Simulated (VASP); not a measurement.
# AlP (F-43m) in VASP: settings compared, part 2 of 2

VASP 6.6.1. Earlier steps stand in the parts before.

### Step 3. Single point, PBE-based screened hybrid with 75 % exact exchange

File POSCAR:

```
AlP
1.0
    0.0000000000      2.7392607939      2.7392607939
    2.7392607939      0.0000000000      2.7392607939
    2.7392607939      2.7392607939      0.0000000000
Al P
1 1
Direct
    0.0000000000      0.0000000000      0.0000000000
    0.2500000000      0.2500000000      0.2500000000
```

File INCAR.step1:

```
SYSTEM = AlP
PREC = Accurate ; ENCUT = 400
EDIFF = 1E-5 ; ISMEAR = 0
SIGMA = 0.01 ; LREAL = .FALSE.
LASPH = .TRUE. ; NELM = 120
ALGO = Normal ; ISIF = 2
LWAVE = .TRUE. ; LCHARG = .FALSE.
NBANDS = 11 ; GGA = PE
GGA_COMPAT = .FALSE.
```

File INCAR.step2:

```
SYSTEM = AlP
PREC = Accurate ; ENCUT = 400
EDIFF = 1E-6 ; ISMEAR = 0
SIGMA = 0.01 ; LREAL = .FALSE.
LASPH = .TRUE. ; NELM = 120
ALGO = Normal ; ISIF = 2
LWAVE = .FALSE. ; LCHARG = .FALSE.
GGA = PE ; LHFCALC = .TRUE.
AEXX = 0.75 ; HFSCREEN = 0.5
PRECFOCK = Normal ; NBANDS = 11
ISTART = 1 ; GGA_COMPAT = .FALSE.
```

File KPOINTS:

```
regular mesh
0
G
  4 4 4
  0 0 0
```

Potentials or basis: VASP PAW PBE potentials, release 64 (Al, P).

Run with:

```sh
cat potpaw_PBE.64/Al/POTCAR potpaw_PBE.64/P/POTCAR > POTCAR
cp INCAR.step1 INCAR
mpirun -np 1 vasp_std > vasp.out
cp INCAR.step2 INCAR
mpirun -np 1 vasp_std > vasp.out
```

OUTCAR:

```text
SYSTEM = AlP
   PREC = Accurate
   ENCUT = 400
   EDIFF = 1E-6
   ISMEAR = 0
   LREAL = .FALSE.
   LASPH = .TRUE.
   NELM = 120
   ISIF = 2
   GGA = PE
   LHFCALC = .TRUE.
   AEXX = 0.75
   HFSCREEN = 0.5
   PRECFOCK = Normal
   ISTART = 1

 ion  position               nearest neighbor table
   1  0.000  0.000  0.000-   2 2.37   2 2.37   2 2.37   2 2.37
   2  0.250  0.250  0.250-   1 2.37   1 2.37   1 2.37   1 2.37

  LATTYP: Found a face centered cubic cell.
 ALAT       =     5.4785215878

  Lattice vectors:

 A1 = (   0.0000000000,   2.7392607939,   2.7392607939)
 A2 = (   2.7392607939,   0.0000000000,   2.7392607939)
 A3 = (   2.7392607939,   2.7392607939,   0.0000000000)

Analysis of symmetry for initial positions (statically):
=====================================================================
 Subroutine PRICEL returns:
 Original cell was already a primitive cell.

 Routine SETGRP: Setting up the symmetry group for a
 face centered cubic supercell.

 Subroutine GETGRP returns: Found 24 space group operations
 (whereof 24 operations were pure point group operations)
 out of a pool of 48 trial point group operations.

The static configuration has the point symmetry T_d .

Analysis of symmetry for dynamics (positions and initial velocities):
=====================================================================
 Subroutine PRICEL returns:
 Original cell was already a primitive cell.

 Routine SETGRP: Setting up the symmetry group for a
 face centered cubic supercell.

 Subroutine GETGRP returns: Found 24 space group operations
 (whereof 24 operations were pure point group operations)
 out of a pool of 48 trial point group operations.

The dynamic configuration has the point symmetry T_d .

 Subroutine INISYM returns: Found 24 space group operations
 (whereof 24 operations are pure point group operations),
 and found     1 'primitive' translations

----------------------------------------------------------------------------------------

                                     Primitive cell

[... 109 lines left out ...]
   IVDW    =     0    specifies the selected vdW correction
   LEPSILON=     F    determine dielectric tensor
   LRPA    =     F    only Hartree local field effects (RPA)
 non-spin polarized calculation
 Gauss-broadening in eV      SIGMA  =   0.01
  energy-cutoff  :      400.00
  volume of cell :       41.11
 maximum number of plane-waves:       754
 NGX is ok and might be reduce to    28
  NGX = 20; NGY = 20; NGZ = 20

 number of electron       8.0000001 magnetization

 Free energy of the ion-electron system (eV)
  ---------------------------------------------------
  ext. energy  EPLUGINS =         0.00000000
  ---------------------------------------------------
  free energy    TOTEN  =       -12.92782573 eV

  energy without entropy =      -12.92782573  energy(sigma->0) =      -12.92782573

 E-fermi :   3.8955     XC(G=0):  -5.8060

 val. band max:        3.7931018225   @ k =   0.0000   0.0000   0.0000
 cond. band min:       6.3291758173   @ k =   0.5000   0.5000   0.0000
 fundamental gap:      2.5360739948
 Fermi energy:         3.8955306950

 k-point     1 :       0.0000    0.0000    0.0000
  band No.  band energies     occupation
      1     -10.1619      2.00000
      2       3.7931      2.00000
      3       3.7931      2.00000
      4       3.7931      2.00000
      5       8.3835      0.00000
      6       9.6601      0.00000
      7       9.6601      0.00000
      8       9.6601      0.00000
      9      14.4172      0.00000
     10      14.4172      0.00000
     11      15.5921      0.00000
[... 85 lines left out ...]
 k-point     8 :      -0.2500    0.5000    0.2500
  band No.  band energies     occupation
      1      -7.3313      2.00000
      2      -1.9267      2.00000
      3       0.2536      2.00000
      4       0.6885      2.00000
      5       9.2720      0.00000
      6      11.2377      0.00000
      7      11.3008      0.00000
      8      11.6975      0.00000
      9      17.2365      0.00000
     10      18.0054      0.00000
     11      19.2788      0.00000

------------------------ aborting loop because EDIFF is reached ----------------------------------------

  FORCE on cell =-STRESS in cart. coord.  units (eV):
  Direction    XX          YY          ZZ          XY          YZ          ZX
  --------------------------------------------------------------------------------------
  -------------------------------------------------------------------------------------
  Total       -0.3622299     -0.3622299     -0.3622299      0.0000000      0.0000000      0.0000000
  in kB      -14.1177272    -14.1177272    -14.1177272      0.0000000      0.0000000      0.0000000
  external PRESSURE =     -14.1177272 kB  Pullay stress =       0.0000000 kB

 VOLUME and BASIS-vectors are now :
 -----------------------------------------------------------------------------
  energy-cutoff  :      400.00
  volume of cell :       41.11
      direct lattice vectors                 reciprocal lattice vectors
     0.000000000  2.739260794  2.739260794    -0.182530996  0.182530996  0.182530996
     2.739260794  0.000000000  2.739260794     0.182530996 -0.182530996  0.182530996
     2.739260794  2.739260794  0.000000000     0.182530996  0.182530996 -0.182530996

 POSITION                                       TOTAL-FORCE (eV/Angst)
 -----------------------------------------------------------------------------------
      0.00000      0.00000      0.00000         0.000000      0.000000      0.000000
      1.36963      1.36963      1.36963        -0.000000     -0.000000     -0.000000
 -----------------------------------------------------------------------------------
    total drift:                               -0.000041      0.000000     -0.000022

  FREE ENERGIE OF THE ION-ELECTRON SYSTEM (eV)
  ---------------------------------------------------
  free  energy   TOTEN  =       -12.9278257277 eV

  energy  without entropy=      -12.9278257277  energy(sigma->0) =      -12.92782573
```

OUTCAR.step1:

```text
SYSTEM = AlP
   PREC = Accurate
   ENCUT = 400
   EDIFF = 1E-5
   ISMEAR = 0
   LREAL = .FALSE.
   LASPH = .TRUE.
[... 315 lines left out ...]
      0.00000      0.00000      0.00000        -0.000000      0.000000      0.000000
      1.36963      1.36963      1.36963         0.000000     -0.000000     -0.000000
 -----------------------------------------------------------------------------------
    total drift:                               -0.000000     -0.000000     -0.000000

  FREE ENERGIE OF THE ION-ELECTRON SYSTEM (eV)
  ---------------------------------------------------
  free  energy   TOTEN  =       -10.2792687864 eV

  energy  without entropy=      -10.2792687864  energy(sigma->0) =      -10.27926879
```

Wall time 2.5 min (1 thread of AMD EPYC 7R43 (Zen 3), shared host); peak memory 0.21 GiB.

Results:

```
Free energy            : -12.9278 eV
Pressure               : -1.4 GPa
Band gap on the k mesh : 2.54 eV (least direct gap 4.59 eV)
```

Caveat: the k points lie up to 0.50 Å⁻¹ apart; the PAW data sets were made with another functional, which shifts forces and pressure a little. A k mesh can miss the band edges.

### Step 4. Single point, PBE-based screened hybrid with 100 % exact exchange

POSCAR is that of step 3.

File INCAR.step1:

```
SYSTEM = AlP
PREC = Accurate
ENCUT = 400
EDIFF = 1E-5
ISMEAR = 0
SIGMA = 0.01
LREAL = .False.
LASPH = .True.
NELM = 120
ALGO = Normal
ISIF = 2
LWAVE = .True.
NBANDS = 11
GGA = PE
GGA_COMPAT = .False.
```

File INCAR.step2:

```
SYSTEM = AlP
PREC = Accurate
ENCUT = 400
EDIFF = 1E-6
ISMEAR = 0
SIGMA = 0.01
LREAL = .False.
LASPH = .True.
NELM = 120
ALGO = Normal
ISIF = 2
LWAVE = .False.
LCHARG = .True.
GGA = PE
LHFCALC = .True.
AEXX = 1.0
HFSCREEN = 0.1
PRECFOCK = Normal
LELF = .True.
LVHAR = .True.
NBANDS = 11
ISTART = 1
ALDAC = 1.0
AGGAC = 1.0
GGA_COMPAT = .False.
```

File KPOINTS:

```
Automatic mesh
0
Gamma
  4 4 4
  0 0 0
```

Potentials or basis: VASP PAW PBE potentials, release 64 (Al, P).

Run with:

```sh
cat potpaw_PBE.64/Al/POTCAR potpaw_PBE.64/P/POTCAR > POTCAR
cp INCAR.step1 INCAR
mpirun -np 1 vasp_std > vasp.out
cp INCAR.step2 INCAR
mpirun -np 1 vasp_std > vasp.out
```

OUTCAR:

```text
SYSTEM = AlP
   PREC = Accurate
   ENCUT = 400
   EDIFF = 1E-6
   ISMEAR = 0
   LREAL = .False.
   LASPH = .True.
   NELM = 120
   ISIF = 2
   GGA = PE
   LHFCALC = .True.
   AEXX = 1.0
   HFSCREEN = 0.1
   PRECFOCK = Normal
   ISTART = 1

 ion  position               nearest neighbor table
   1  0.000  0.000  0.000-   2 2.37   2 2.37   2 2.37   2 2.37
   2  0.250  0.250  0.250-   1 2.37   1 2.37   1 2.37   1 2.37

  LATTYP: Found a face centered cubic cell.
 ALAT       =     5.4785215878

  Lattice vectors:

 A1 = (   0.0000000000,   2.7392607939,   2.7392607939)
 A2 = (   2.7392607939,   0.0000000000,   2.7392607939)
 A3 = (   2.7392607939,   2.7392607939,   0.0000000000)

Analysis of symmetry for initial positions (statically):
=====================================================================
 Subroutine PRICEL returns:
 Original cell was already a primitive cell.

 Routine SETGRP: Setting up the symmetry group for a
 face centered cubic supercell.

 Subroutine GETGRP returns: Found 24 space group operations
 (whereof 24 operations were pure point group operations)
 out of a pool of 48 trial point group operations.

The static configuration has the point symmetry T_d .

Analysis of symmetry for dynamics (positions and initial velocities):
=====================================================================
 Subroutine PRICEL returns:
 Original cell was already a primitive cell.

 Routine SETGRP: Setting up the symmetry group for a
 face centered cubic supercell.

 Subroutine GETGRP returns: Found 24 space group operations
 (whereof 24 operations were pure point group operations)
 out of a pool of 48 trial point group operations.

The dynamic configuration has the point symmetry T_d .

 Subroutine INISYM returns: Found 24 space group operations
 (whereof 24 operations are pure point group operations),
 and found     1 'primitive' translations

----------------------------------------------------------------------------------------

                                     Primitive cell

  volume of cell :      41.1084

  direct lattice vectors                    reciprocal lattice vectors
     0.000000000  2.739260794  2.739260794    -0.182530996  0.182530996  0.182530996
     2.739260794  0.000000000  2.739260794     0.182530996 -0.182530996  0.182530996
     2.739260794  2.739260794  0.000000000     0.182530996  0.182530996 -0.182530996

  length of vectors
     3.873899766  3.873899766  3.873899766     0.316152958  0.316152958  0.316152958

  position of ions in fractional coordinates (direct lattice)
     0.000000000  0.000000000  0.000000000
     0.250000000  0.250000000  0.250000000

  ion indices of the primitive-cell ions
   primitive index   ion index
                 1           1
                 2           2

----------------------------------------------------------------------------------------

[... 34 lines left out ...]
   k-points           NKPTS =      8   k-points in BZ     NKDIM =     64   number of bands    NBANDS=     11
   number of dos      NEDOS =    301   number of ions     NIONS =      2
   total plane-waves  NPLWV =  21952
   dimension x,y,z NGX =    28 NGY =   28 NGZ =   28
   dimension x,y,z NGXF=    56 NGYF=   56 NGZF=   56
   ions per type =               1   1
   NGX,Y,Z   is equivalent  to a cutoff of  12.02, 12.02, 12.02 a.u.
   NGXF,Y,Z  is equivalent  to a cutoff of  24.03, 24.03, 24.03 a.u.
 SYSTEM =  AlP
   PREC   = accura    normal or accurate (medium, high low for compatibility)
   ISTART =      1    job   : 0-new  1-cont  2-samecut
   ICHARG =      0    charge: 1-file 2-atom 10-const
   ISPIN  =      1    spin polarized calculation?
   LNONCOLLINEAR =      F non collinear calculations
   LSORBIT =      F    spin-orbit coupling
   LASPH  =      T    aspherical Exc in radial PAW
   ENCUT  =  400.0 eV  29.40 Ry    5.42 a.u.   6.32  6.32  6.32*2*pi/ulx,y,z
   NELM   =    120;   NELMIN=  2; NELMDL=  0     # of ELM steps
   EDIFF  = 0.1E-05   stopping-criterion for ELM
   LREAL  =      F    real-space projection
   EDIFFG = 0.1E-04   stopping-criterion for IOM
   NSW    =      0    number of steps for IOM
   IBRION =     -1    ionic relax: 0-MD 1-quasi-New 2-CG
   NFREE  =      0    steps in history (QN), initial steepest desc. (CG)
   ISIF   =      2    stress and relaxation
   ISYM   =      3    0-nonsym 1-usesym 2-fastsym
   POTIM  = 0.5000    time-step for ionic-motion
   TEBEG  =    0.0;   TEEND  =   0.0 temperature during run
   PSTRESS=    0.0 pullay stress
   NELECT =       8.0000    total number of electrons
   NUPDOWN=      -1.0000    fix difference up-down
   EMIN   =  10.00;   EMAX   =-10.00  energy-range for DOS
   EFERMI =   0.00;   METHOD = LEGACY
   ISMEAR =     0;   SIGMA  =   0.01  broadening in eV -4-tet -1-fermi 0-gaus
   EFERMI_NEDOS =   21; number of points for ismear=-14 and -15
   IALGO  =     38    algorithm
   IMIX   =      1    mixing-type and parameters
     AMIX     =   0.40;   BMIX     =  1.00
     AMIX_MAG =   1.60;   BMIX_MAG =  1.00
  volume/ion in A,a.u.               =      20.55       138.71
  Fermi-wavevector in a.u.,A,eV,Ry     =   0.948698  1.792780 12.245630  0.900028
  Thomas-Fermi vector in A             =   2.076911
   LORBIT       =      0    0 simple, 1 ext, 2 COOP (PROOUT), +10 PAW based schemes
   GGA     = PE    functional components
   LHFCALC =     T    Hartree Fock is set to
   PRECFOCK=normal    Normal, Fast or Accurate (Low or Medium for compatibility)
   ENCUT4O =  -1.0   cutoff for four orbital integrals eV
   NKREDX  =     1    reduce k-point grid by
   NKREDY  =     1    reduce k-point grid by
   NKREDZ  =     1    reduce k-point grid by
   AEXX    =    1.0000 exact exchange contribution
   HFSCREEN=    0.1000 screening length (either q_TF or 0.3 A-1)
   HFSCREENC=   0.1000 screening length for correlation (either q_TF or 0.3 A-1)
   ENCUTFOCK=  -1.0 apply spherical cutoff to Coloumb kernel
   IVDW    =     0    specifies the selected vdW correction
   LEPSILON=     F    determine dielectric tensor
   LRPA    =     F    only Hartree local field effects (RPA)
 non-spin polarized calculation
 Gauss-broadening in eV      SIGMA  =   0.01
  energy-cutoff  :      400.00
  volume of cell :       41.11
 maximum number of plane-waves:       754
 NGX is ok and might be reduce to    28
  NGX = 20; NGY = 20; NGZ = 20

 number of electron       8.0000001 magnetization

 Free energy of the ion-electron system (eV)
  ---------------------------------------------------
  ext. energy  EPLUGINS =         0.00000000
  ---------------------------------------------------
  free energy    TOTEN  =       -20.19213633 eV

  energy without entropy =      -20.19213633  energy(sigma->0) =      -20.19213633

 E-fermi :   1.6778     XC(G=0):  -2.3726

 val. band max:        1.5997081452   @ k =   0.0000   0.0000   0.0000
 cond. band min:       7.6807408394   @ k =   0.5000   0.5000   0.0000
 fundamental gap:      6.0810326942
 Fermi energy:         1.6778196042

 k-point     1 :       0.0000    0.0000    0.0000
  band No.  band energies     occupation
      1     -15.0674      2.00000
      2       1.5997      2.00000
      3       1.5997      2.00000
      4       1.5997      2.00000
      5       9.0035      0.00000
      6      11.6669      0.00000
      7      11.6669      0.00000
      8      11.6669      0.00000
      9      14.6792      0.00000
     10      16.8372      0.00000
     11      16.8372      0.00000
[... 85 lines left out ...]
 k-point     8 :      -0.2500    0.5000    0.2500
  band No.  band energies     occupation
      1     -11.4786      2.00000
      2      -6.0311      2.00000
      3      -2.5827      2.00000
      4      -1.9599      2.00000
      5      10.8659      0.00000
      6      11.9954      0.00000
      7      13.1147      0.00000
      8      13.9195      0.00000
      9      18.6040      0.00000
     10      20.1129      0.00000
     11      20.9818      0.00000

------------------------ aborting loop because EDIFF is reached ----------------------------------------

  FORCE on cell =-STRESS in cart. coord.  units (eV):
  Direction    XX          YY          ZZ          XY          YZ          ZX
  --------------------------------------------------------------------------------------
  -------------------------------------------------------------------------------------
  Total       -1.2907432     -1.2907432     -1.2907432      0.0000000      0.0000000      0.0000000
  in kB      -50.3060596    -50.3060596    -50.3060596      0.0000000      0.0000000      0.0000000
  external PRESSURE =     -50.3060596 kB  Pullay stress =       0.0000000 kB

 VOLUME and BASIS-vectors are now :
 -----------------------------------------------------------------------------
  energy-cutoff  :      400.00
  volume of cell :       41.11
      direct lattice vectors                 reciprocal lattice vectors
     0.000000000  2.739260794  2.739260794    -0.182530996  0.182530996  0.182530996
     2.739260794  0.000000000  2.739260794     0.182530996 -0.182530996  0.182530996
     2.739260794  2.739260794  0.000000000     0.182530996  0.182530996 -0.182530996

 POSITION                                       TOTAL-FORCE (eV/Angst)
 -----------------------------------------------------------------------------------
      0.00000      0.00000      0.00000         0.000000      0.000000     -0.000000
      1.36963      1.36963      1.36963        -0.000000     -0.000000      0.000000
 -----------------------------------------------------------------------------------
    total drift:                                0.000026      0.000042      0.000013

  FREE ENERGIE OF THE ION-ELECTRON SYSTEM (eV)
  ---------------------------------------------------
  free  energy   TOTEN  =       -20.1921363300 eV

  energy  without entropy=      -20.1921363300  energy(sigma->0) =      -20.19213633
```

Run time: 3.5 min. Hardware: 1 thread of AMD EPYC 7R43 (Zen 3), shared host; peak memory 0.2 GiB.

What came out:

- Free energy: -20.1921 eV
- Pressure: -5.0 GPa
- Band gap on the k mesh: 6.08 eV (least direct gap 7.40 eV)

Caveat: the k points lie up to 0.50 Å⁻¹ apart; the PAW data sets were made with another functional, which shifts forces and pressure a little. A k mesh can miss the band edges.

### Step 5. Overview

| level | k mesh | cutoff (eV) | grid for exact exchange (PRECFOCK) | share of exact exchange | screening parameter | gap on the mesh (eV) | pressure (GPa) |
| --- | --- | --- | --- | --- | --- | --- | --- |
| r2SCAN | 6 × 6 × 6 | 550 | - | - | - | 1.93 | -0.3 |
| PBE-based screened hybrid with 75 % exact exchange | 4 × 4 × 4 | 400 | Normal | 0.75 | 0.5 1/Å | 2.54 | -1.4 |
| PBE-based screened hybrid with 100 % exact exchange | 4 × 4 × 4 | 400 | Normal | 1 | 0.1 1/Å | 6.08 | -5.0 |

Alike in all rows: task single point; potentials or basis VASP PAW PBE potentials, release 64 (Al, P); no spin polarisation; cell as given; smearing gaussian 0.01 eV.

Caveats: some runs use coarse meshes; the PAW data sets were made with another functional, which shifts forces and pressure a little.

Total energies depend on the potentials used, so only differences within one code and one set of settings carry meaning.

### Step 6. Against experiment

Step 2. Measured gap of AlP: 2.505 eV (indirect; 4.2 K; a printed reference work, data compilation). This calculation gives 1.93 eV (-0.58 eV). The value is that of r2SCAN on a finite k mesh, which can miss the band edges, without temperature or zero-point motion.
